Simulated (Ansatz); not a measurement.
**Tetragonal deformation path in BaTiO$_{3}$**

Computed with Ansatz 0.2.0, DFT PBE, scalar-relativistic, plane waves, PAW. The runs took a 420 eV cutoff, a Γ-centred 8×8×8 mesh and Gaussian smearing (0.05 eV). Spin–orbit coupling is left out, which matters for the heavy elements here. No spin polarisation. Energies are free energies at this smearing, counted from the undisturbed cell; pressure is positive in compression.

Reference structure (relaxed at this level; it needn't be the usual structure):

```
Ba Ti O
1.0
     4.01923    0.00000    0.00000
     0.00000    4.01923    0.00000
     0.00000    0.00000    4.01928
Ba Ti O
1 1 3
Direct
  0.00000 0.00000 0.00000
  0.50000 0.50000 0.50000
  0.50000 0.50000 0.00000
  0.50000 0.00000 0.50000
  0.00000 0.50000 0.50000
```

At fixed volume and fractional coordinates, lengths along (0.000, 0.000, 1.000) are scaled against those across it; ρ is that ratio over its starting value.

| ρ | ΔE (meV/atom) | pressure (GPa) | gap on the mesh (eV) |
| --- | --- | --- | --- |
| 0.650 | 1741.7 | 50.2 | 0.00 |
| 0.707 | 977.5 | 31.5 | 0.84 |
| 0.780 | 422.8 | 15.4 | 1.33 |
| 0.850 | 157.0 | 6.4 | 1.48 |
| 0.920 | 36.9 | 1.6 | 1.61 |
| 0.960 | 8.4 | 0.4 | 1.70 |
| 1.000 | 0.0 | 0.0 | 1.78 |
| 1.050 | 11.0 | 0.5 | 1.69 |
| 1.100 | 41.1 | 2.1 | 1.60 |
| 1.200 | 146.7 | 7.6 | 1.46 |
| 1.300 | 304.3 | 15.8 | 1.34 |
| 1.414 | 541.8 | 27.6 | 1.12 |
| 1.500 | 760.4 | 37.9 | 0.97 |

Where the gap reads zero the k-mesh, chosen for the insulator, is on the coarse side.

Symmetry holds off the tilts and polar distortions that many cubic perovskites undergo.

Cost: 13 runs of about 2.1 core-minutes in all, on AMD EPYC 7R43 (Zen 3) (shared hosts).